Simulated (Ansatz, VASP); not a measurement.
## Two plane-wave programs on GaP

File INCAR:

```
  PREC = Accurate
  ENCUT = 520
  EDIFF = 1E-6
  ISMEAR = 0
  SIGMA = 0.05
  LREAL = F
  LASPH = T
  NELM = 100
  ALGO = Normal
  ISIF = 2
  LWAVE = F
  LCHARG = F
  GGA = PE
  NBANDS = 26
```

Contents of KPOINTS:

```
regular mesh
0
Gamma
  6 6 4
```

POSCAR

```
GaP
1.0
    0.0000000000     -2.7525368107     -2.7525368107
    0.0000000000      2.7525368107     -2.7525368107
    5.5050736214      0.0000000000      0.0000000000
Ga P
2 2
Direct
    0.5000000000      0.5000000000      0.5000000000
    0.0000000000      0.0000000000      0.0000000000
    1.0000000000      0.5000000000      0.2500000000
    0.5000000000      0.0000000000      0.7500000000
```

Input for Ansatz:

```yaml
crystal:
  lattice:
    - [0.0, -2.7525368107, -2.7525368107]
    - [0.0, 2.7525368107, -2.7525368107]
    - [5.5050736214, 0.0, 0.0]
  atoms:
    - { symbol: Ga, position: [0.5, 0.5, 0.5] }
    - { symbol: Ga, position: [0.0, 0.0, 0.0] }
    - { symbol: P, position: [1.0, 0.5, 0.25] }
    - { symbol: P, position: [0.5, 0.0, 0.75] }
basis:
  ecutwfc: 420
kpoints:
  mp_grid: { grid: [6, 6, 4] }
hamiltonian:
  xc: pbe
scf:
  occupations: { method: gaussian, width: 0.05 }
output:
  forces: true
  stress: true
  eigenvalues: true
  write_density: true
  write_potential: true
  elf: true
  volumetric_format: npy
```

Alike in both runs: task single point; functional PBE; k mesh 6 × 6 × 4; occupations gaussian, width 0.05 eV; no spin polarisation.

|  | VASP | Ansatz |
| --- | --- | --- |
| version | VASP 6.6.1 | Ansatz 0.2.0 |
| potentials or method | VASP PAW PBE potentials, release 64 (Ga_d, P) | scalar-relativistic, plane waves, PAW |
| plane-wave cutoff (eV) | 520 | 420 |
| valence electrons in the cell | 36 | 36 |

|  | VASP | Ansatz | Ansatz less VASP |
| --- | --- | --- | --- |
| gap on the k mesh at the Fermi level (eV) | 1.58 | 1.58 | +0.003 |
| least direct gap on the mesh (eV) | 1.58 | 1.58 | +0.003 |
| pressure (GPa) | 0.0 | 0.0 | +0.04 |

Caveats: the real-space grid breaks the cell's symmetry a little (VASP). A k mesh can miss the band edges.
